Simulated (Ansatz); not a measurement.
**Ge (dhcp): energy against volume**

All numbers below come from DFT, revPBE, plane waves (420 eV) with PAW, scalar-relativistic (Ansatz 0.2.0). The PAW files were generated under PBE, with cores re-solved for the functional.

The cell is scaled uniformly from the relaxed one, with fractional coordinates and shape fixed. Energies are extrapolated to zero smearing, pressures are those at the given smearing. Magnetic state: spin not included.

A Birch-Murnaghan fit gives V₀ = 19.83 Å³/atom, B₀ = 58 GPa, B₀′ = 4.4.

(1) What are the energy above the minimum and the pressure at 19.082 Å³/atom?

(2) What are the energy above the minimum and the pressure at 20.672 Å³/atom?

(3) What are the energy above the minimum and the pressure at 21.467 Å³/atom?

Results:

(1) 5.5 meV/atom and 2.50 GPa as computed.

(2) 6.0 meV/atom and -2.19 GPa as computed.

(3) 21.3 meV/atom and -3.89 GPa as computed.
